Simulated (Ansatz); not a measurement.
Write the native input for Ansatz 0.2.0 that does the following.

- Task: relaxation of cell and atoms
- Functional: PBE
- Potentials or basis: Ansatz PAW
- Cutoff: 420 eV (not typed: the program's choice for these potentials)
- k mesh: 9 × 9 × 5
- Occupations: fermi-dirac, width 0.05 eV
- Spin: no spin polarisation
- Target pressure (GPa): 0

PtS2:

```
Pt S
1.0
     3.54320    0.00000    0.00000
    -1.77160    3.06850    0.00000
     0.00000    0.00000    5.03880
Pt S
1 2
Direct
  0.00000 0.00000 0.00000
  0.66667 0.33333 0.77300
  0.33333 0.66667 0.22700
```

One way to write it, as run:

input.yaml

```yaml
crystal:
  lattice:
    - [3.5432, 0.0, 0.0]
    - [-1.7716, 3.0685012107, 0.0]
    - [0.0, 0.0, 5.0388]
  atoms:
    - { symbol: Pt, position: [0.0, 0.0, 0.0] }
    - { symbol: S, position: [0.6666666667, 0.3333333333, 0.773] }
    - { symbol: S, position: [0.3333333333, 0.6666666667, 0.227] }
hamiltonian:
  xc: pbe
  pseudopotentials: { kind: paw }
kpoints:
  mp_grid: { grid: [9, 9, 5] }
scf:
  occupations: { method: fermi_dirac, width: 0.05 }
output:
  forces: true
  stress: true
  eigenvalues: true
relax:
  f_tol: 0.01
  max_steps: 40
  cell: { stress_tol: 0.05 }
```

Potentials or basis: Ansatz PAW.

Launch:

```bash
$ ansatz run input.yaml --threads 2 --pin off --max-ram 5632MiB --backend cpu --events-out ev --progress --plain --runs-dir out
```

It gave:

```
Relaxed volume                         : 23.99 Å³/atom
Relaxed cell                           : a = 3.577 Å, b = 3.577 Å, c = 6.496 Å, α = 90.00°, β = 90.00°, γ = 120.00°
Space group after relaxing (to 0.05 Å) : P-3m1 (No. 164)
Energy gained by relaxing              : 67.4 meV/atom
Ionic steps                            : 18
Pressure after relaxing                : 0.0 GPa
Band gap on the k mesh                 : 1.57 eV, indirect (least direct gap 1.59 eV)
```

Caveat: the volume moved by over 15 % at a fixed basis, so the end points are rough; odd divisions of the mesh miss points on the zone boundary, where band edges often lie, so the gap on the mesh can be too wide; the plane-wave basis is chosen anew once the cell has moved, so the energies of steps on either side of that aren't comparable; spin-orbit coupling is left out, which moves the levels of the heavy elements; this functional lacks dispersion, which binds the layers, so the pressure and a relaxed spacing across them are unreliable, and here the layers came unbound.

Run time: 37 s on 2 threads of Arm Neoverse V1 (shared host), peak memory 0.37 GiB.
